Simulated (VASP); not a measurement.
# AlN (F-43m) in VASP: band structure with HSE06

Aim: the band structure of AlN with HSE06.

All numbers are computed with VASP 6.6.1; they aren't measurements. Logs are shortened: lines on timing, memory, paths and dates and some standing lists are left out, and cuts for length are marked.

### 1 Starting point

The structure is cubic, space group F-43m (No. 216). Conventional cell: a = 4.378 Å, b = 4.378 Å, c = 4.378 Å, α = 90.00°, β = 90.00°, γ = 90.00°. Around Al (site symmetry -43m) lie 4 N at 1.90 Å. N (site symmetry -43m) is surrounded by 4 Al at 1.90 Å.

Measurements of this composition are mostly on another form, of space group No. 186.

### 2 Band structure, HSE06

File POSCAR:

```
AlN
1.0
    0.0000000000      2.1888380000      2.1888380000
    2.1888380000      0.0000000000      2.1888380000
    2.1888380000      2.1888380000      0.0000000000
Al N
1 1
Direct
    0.0000000000      0.0000000000      0.0000000000
    0.7500000000      0.7500000000      0.7500000000
```

File INCAR.step1:

```
SYSTEM = AlN
  PREC = Accurate
  ENCUT = 520
  EDIFF = 1E-5
  ISMEAR = 0
  SIGMA = 0.02
  LREAL = .False.
  LASPH = .True.
  NELM = 80
  ALGO = Normal
  ISIF = 2
  LWAVE = .True.
  LCHARG = .False.
  GGA = PE
```

File INCAR.step2:

```
SYSTEM = AlN
  PREC = Accurate
  ENCUT = 520
  EDIFF = 1E-7
  ISMEAR = 0
  SIGMA = 0.02
  LREAL = .False.
  LASPH = .True.
  NELM = 80
  ALGO = Normal
  ISIF = 2
  LWAVE = .False.
  LCHARG = .False.
  GGA = PE
  LHFCALC = .True.
  HFSCREEN = 0.2
  PRECFOCK = Fast
  ISTART = 1
```

File KPOINTS:

```
regular mesh
0
Gamma
  8 8 8
  0 0 0
```

File KPOINTS_OPT:

```
path GXWKGLUWLK,UX
10
line-mode
reciprocal
 0.0000000000  0.0000000000  0.0000000000  G
 0.5000000000  0.0000000000  0.5000000000  X

 0.5000000000  0.0000000000  0.5000000000  X
 0.5000000000  0.2500000000  0.7500000000  W

 0.5000000000  0.2500000000  0.7500000000  W
 0.3750000000  0.3750000000  0.7500000000  K

 0.3750000000  0.3750000000  0.7500000000  K
 0.0000000000  0.0000000000  0.0000000000  G

 0.0000000000  0.0000000000  0.0000000000  G
 0.5000000000  0.5000000000  0.5000000000  L

 0.5000000000  0.5000000000  0.5000000000  L
 0.6250000000  0.2500000000  0.6250000000  U

 0.6250000000  0.2500000000  0.6250000000  U
 0.5000000000  0.2500000000  0.7500000000  W

 0.5000000000  0.2500000000  0.7500000000  W
 0.5000000000  0.5000000000  0.5000000000  L

 0.5000000000  0.5000000000  0.5000000000  L
 0.3750000000  0.3750000000  0.7500000000  K

 0.6250000000  0.2500000000  0.6250000000  U
 0.5000000000  0.0000000000  0.5000000000  X
```

Potentials or basis: VASP PAW PBE potentials, release 64 (Al, N).

The run is started by

```
cat potpaw_PBE.64/Al/POTCAR potpaw_PBE.64/N/POTCAR > POTCAR
cp INCAR.step1 INCAR
mpirun -np 1 vasp_std > vasp.out
cp INCAR.step2 INCAR
mpirun -np 1 vasp_std > vasp.out
```

OUTCAR:

```text
SYSTEM = AlN
   PREC = Accurate
   ENCUT = 520
   EDIFF = 1E-7
   ISMEAR = 0
   LREAL = .False.
   LASPH = .True.
   NELM = 80
   ISIF = 2
   GGA = PE
   LHFCALC = .True.
   HFSCREEN = 0.2
   PRECFOCK = Fast
   ISTART = 1

 ion  position               nearest neighbor table
   1  0.000  0.000  0.000-   2 1.90   2 1.90   2 1.90   2 1.90
   2  0.750  0.750  0.750-   1 1.90   1 1.90   1 1.90   1 1.90

  LATTYP: Found a face centered cubic cell.
 ALAT       =     4.3776760000

  Lattice vectors:

 A1 = (   0.0000000000,   2.1888380000,   2.1888380000)
 A2 = (   2.1888380000,   0.0000000000,   2.1888380000)
 A3 = (   2.1888380000,   2.1888380000,   0.0000000000)

Analysis of symmetry for initial positions (statically):
=====================================================================
 Subroutine PRICEL returns:
 Original cell was already a primitive cell.

 Routine SETGRP: Setting up the symmetry group for a
 face centered cubic supercell.

 Subroutine GETGRP returns: Found 24 space group operations
 (whereof 24 operations were pure point group operations)
 out of a pool of 48 trial point group operations.

The static configuration has the point symmetry T_d .

Analysis of symmetry for dynamics (positions and initial velocities):
=====================================================================
 Subroutine PRICEL returns:
 Original cell was already a primitive cell.

 Routine SETGRP: Setting up the symmetry group for a
 face centered cubic supercell.

 Subroutine GETGRP returns: Found 24 space group operations
 (whereof 24 operations were pure point group operations)
 out of a pool of 48 trial point group operations.

The dynamic configuration has the point symmetry T_d .

 Subroutine INISYM returns: Found 24 space group operations
 (whereof 24 operations are pure point group operations),
 and found     1 'primitive' translations

----------------------------------------------------------------------------------------

                                     Primitive cell

  volume of cell :      20.9735

  direct lattice vectors                    reciprocal lattice vectors
     0.000000000  2.188838000  2.188838000    -0.228431707  0.228431707  0.228431707
     2.188838000  0.000000000  2.188838000     0.228431707 -0.228431707  0.228431707
     2.188838000  2.188838000  0.000000000     0.228431707  0.228431707 -0.228431707

  length of vectors
     3.095484385  3.095484385  3.095484385     0.395655322  0.395655322  0.395655322

[... 94 lines left out ...]
   EFERMI =   0.00;   METHOD = LEGACY
   ISMEAR =     0;   SIGMA  =   0.02  broadening in eV -4-tet -1-fermi 0-gaus
   EFERMI_NEDOS =   21; number of points for ismear=-14 and -15
   IALGO  =     38    algorithm
   IMIX   =      1    mixing-type and parameters
     AMIX     =   0.40;   BMIX     =  1.00
     AMIX_MAG =   1.60;   BMIX_MAG =  1.00
  volume/ion in A,a.u.               =      10.49        70.77
  Fermi-wavevector in a.u.,A,eV,Ry     =   1.187266  2.243607 19.178766  1.409600
  Thomas-Fermi vector in A             =   2.323421
   LORBIT       =      0    0 simple, 1 ext, 2 COOP (PROOUT), +10 PAW based schemes
   GGA     = PE    functional components
   LHFCALC =     T    Hartree Fock is set to
   PRECFOCK=fast      Normal, Fast or Accurate (Low or Medium for compatibility)
   ENCUT4O =  -1.0   cutoff for four orbital integrals eV
   NKREDX  =     1    reduce k-point grid by
   NKREDY  =     1    reduce k-point grid by
   NKREDZ  =     1    reduce k-point grid by
   AEXX    =    0.2500 exact exchange contribution
   HFSCREEN=    0.2000 screening length (either q_TF or 0.3 A-1)
   HFSCREENC=   0.2000 screening length for correlation (either q_TF or 0.3 A-1)
   ENCUTFOCK=  -1.0 apply spherical cutoff to Coloumb kernel
   IVDW    =     0    specifies the selected vdW correction
   LEPSILON=     F    determine dielectric tensor
   LRPA    =     F    only Hartree local field effects (RPA)
 non-spin polarized calculation
 Gauss-broadening in eV      SIGMA  =   0.02
  energy-cutoff  :      520.00
  volume of cell :       20.97
 maximum number of plane-waves:       588
  NGX = 14; NGY = 14; NGZ = 14

 number of electron       8.0000000 magnetization

 Free energy of the ion-electron system (eV)
  ---------------------------------------------------
  ext. energy  EPLUGINS =         0.00000000
  ---------------------------------------------------
  free energy    TOTEN  =       -17.42824136 eV

  energy without entropy =      -17.42824136  energy(sigma->0) =      -17.42824136

 E-fermi :   5.1463     XC(G=0):  -8.9783

 val. band max:        4.9721086472   @ k =   0.0000   0.0000   0.0000
 cond. band min:       9.5403297067   @ k =   0.5000   0.5000   0.0000
 fundamental gap:      4.5682210595
 Fermi energy:         5.1463062766

 k-point     1 :       0.0000    0.0000    0.0000
  band No.  band energies     occupation
      1     -11.4694      2.00000
      2       4.9721      2.00000
      3       4.9721      2.00000
      4       4.9721      2.00000
      5      10.4787      0.00000
      6      19.1672      0.00000
      7      19.1672      0.00000
      8      19.1672      0.00000
[... 243 lines left out ...]
 k-point    24 :      -0.3750    0.2500    0.1250
  band No.  band energies     occupation
      1      -8.9666      2.00000
      2      -0.5759      2.00000
      3       2.5643      2.00000
      4       3.7580      2.00000
      5      13.5569      0.00000
      6      15.7794      0.00000
      7      18.9557      0.00000
      8      19.4182      0.00000

 [... further k-points ...]

------------------------ aborting loop because EDIFF is reached ----------------------------------------

  FORCE on cell =-STRESS in cart. coord.  units (eV):
  Direction    XX          YY          ZZ          XY          YZ          ZX
  --------------------------------------------------------------------------------------
  -------------------------------------------------------------------------------------
  Total       -0.2554170     -0.2554170     -0.2554170      0.0000000      0.0000000      0.0000000
  in kB      -19.5114521    -19.5114521    -19.5114521      0.0000000      0.0000000      0.0000000
  external PRESSURE =     -19.5114521 kB  Pullay stress =       0.0000000 kB

 VOLUME and BASIS-vectors are now :
 -----------------------------------------------------------------------------
  energy-cutoff  :      520.00
  volume of cell :       20.97
      direct lattice vectors                 reciprocal lattice vectors
     0.000000000  2.188838000  2.188838000    -0.228431707  0.228431707  0.228431707
     2.188838000  0.000000000  2.188838000     0.228431707 -0.228431707  0.228431707
     2.188838000  2.188838000  0.000000000     0.228431707  0.228431707 -0.228431707

 POSITION                                       TOTAL-FORCE (eV/Angst)
 -----------------------------------------------------------------------------------
      0.00000      0.00000      0.00000         0.000000      0.000000      0.000000
      3.28326      3.28326      3.28326        -0.000000     -0.000000     -0.000000
 -----------------------------------------------------------------------------------
    total drift:                               -0.000002      0.000000     -0.000001

  FREE ENERGIE OF THE ION-ELECTRON SYSTEM (eV)
  ---------------------------------------------------
  free  energy   TOTEN  =       -17.4282413648 eV

  energy  without entropy=      -17.4282413648  energy(sigma->0) =      -17.42824136
```

It took 89 min on 1 thread of AMD EPYC, shared host; peak memory 0.27 GiB.

Results:

```
Free energy             : -17.4282 eV
Pressure                : -2.0 GPa
Band gap on the k mesh  : 4.57 eV, indirect (least direct gap 5.51 eV)
Band gap along the path : 4.57 eV, indirect (least direct gap 5.51 eV)
```

Levels at the corners of the path, in eV from the valence-band top:
| point | band 1 | band 2 | band 3 | band 4 | band 5 | band 6 | band 7 | band 8 |
| --- | --- | --- | --- | --- | --- | --- | --- | --- |
| Γ | -16.44 | 0.00 | 0.00 | 0.00 | 5.51 | 14.20 | 14.20 | 14.20 |
| X | -13.60 | -5.32 | -1.95 | -1.95 | 4.57 | 10.06 | 16.03 | 17.76 |
| X | -13.60 | -5.32 | -1.95 | -1.95 | 4.57 | 10.06 | 16.03 | 17.76 |
| W | -13.55 | -4.11 | -3.71 | -2.86 | 7.45 | 13.09 | 13.66 | 14.04 |
| W | -13.55 | -4.11 | -3.71 | -2.86 | 7.45 | 13.09 | 13.66 | 14.04 |
| K | -13.62 | -4.62 | -3.90 | -1.50 | 6.51 | 11.71 | 15.04 | 16.03 |
| K | -13.62 | -4.62 | -3.90 | -1.50 | 6.51 | 11.71 | 15.04 | 16.03 |
| Γ | -16.44 | 0.00 | 0.00 | 0.00 | 5.51 | 14.20 | 14.20 | 14.20 |
| Γ | -16.44 | 0.00 | 0.00 | 0.00 | 5.51 | 14.20 | 14.20 | 14.20 |
| L | -14.28 | -6.33 | -0.53 | -0.53 | 8.83 | 11.62 | 12.73 | 12.73 |
| L | -14.28 | -6.33 | -0.53 | -0.53 | 8.83 | 11.62 | 12.73 | 12.73 |
| U | -13.62 | -4.62 | -3.90 | -1.50 | 6.51 | 11.71 | 15.04 | 16.03 |
| U | -13.62 | -4.62 | -3.90 | -1.50 | 6.51 | 11.71 | 15.04 | 16.03 |
| W | -13.55 | -4.11 | -3.71 | -2.86 | 7.45 | 13.09 | 13.66 | 14.04 |
| W | -13.55 | -4.11 | -3.71 | -2.86 | 7.45 | 13.09 | 13.66 | 14.04 |
| L | -14.28 | -6.33 | -0.53 | -0.53 | 8.83 | 11.62 | 12.73 | 12.73 |
| L | -14.28 | -6.33 | -0.53 | -0.53 | 8.83 | 11.62 | 12.73 | 12.73 |
| K | -13.62 | -4.62 | -3.90 | -1.50 | 6.51 | 11.71 | 15.04 | 16.03 |
| U | -13.62 | -4.62 | -3.90 | -1.50 | 6.51 | 11.71 | 15.04 | 16.03 |
| X | -13.60 | -5.32 | -1.95 | -1.95 | 4.57 | 10.06 | 16.03 | 17.76 |

Caveat: the PAW data sets were made with another functional, which shifts forces and pressure a little.
